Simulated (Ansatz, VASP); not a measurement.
# N: VASP beside Ansatz

INCAR

```
ALGO = Normal ; EDIFF = 1E-6
ENCUT = 520 ; GGA = PE
ISIF = 2 ; ISMEAR = 0
ISPIN = 2 ; ISYM = 0
LASPH = True ; LCHARG = False
LORBIT = 11 ; LREAL = False
LWAVE = False ; MAGMOM = 3
NBANDS = 12 ; NELM = 150
PREC = Accurate ; SIGMA = 0.005
```

Contents of KPOINTS:

```
k-points
0
Gamma
  1 1 1
```

The input POSCAR:

```
N
1.0
   15.0000000000      0.0000000000      0.0000000000
    0.0000000000     15.5000000000      0.0000000000
    0.0000000000      0.0000000000     16.0000000000
N
1
Direct
    0.5000000000      0.5000000000      0.5000000000
```

Input for Ansatz:

```yaml
crystal:
  lattice:
    - [15.0, 0.0, 0.0]
    - [0.0, 15.5, 0.0]
    - [0.0, 0.0, 16.0]
  atoms:
    - { symbol: "N", position: [0.5, 0.5, 0.5], spin: 3.0 }
  symmetry: { detect: false }
basis:
  ecutwfc: 420
kpoints:
  mp_grid: { grid: [1, 1, 1] }
hamiltonian:
  xc: pbe
scf:
  occupations: { method: gaussian, width: 0.005 }
output:
  forces: true
  eigenvalues: true
  populations: true
magnetization:
  spin_polarized: true
```

Alike in both runs: task single point; functional PBE; k mesh 1 × 1 × 1; occupations gaussian, width 0.005 eV; collinear spin.

```csv
,VASP,Ansatz
version,VASP 6.6.1,Ansatz 0.2.0
potentials or method,"VASP PAW PBE potentials, release 64 (N)","scalar-relativistic, plane waves, PAW"
plane-wave cutoff (eV),520,420
valence electrons in the cell,5,5
```

Ansatz gave:

| Item | Value |
| --- | --- |
| gap on the k mesh at the Fermi level (eV) | 4.17 |
| least direct gap on the mesh (eV) | 4.17 |
| net moment per atom (μB) | 3.00 |
| size of the moment on the site where the two differ most (μB) | 3.00 |

Which values does VASP return?

gap on the k mesh at the Fermi level (eV): 4.17; least direct gap on the mesh (eV): 4.17; net moment per atom (μB): 3.00; size of the moment on the site where the two differ most (μB): 1.95.

Site moments also hang on the region over which each program counts them.
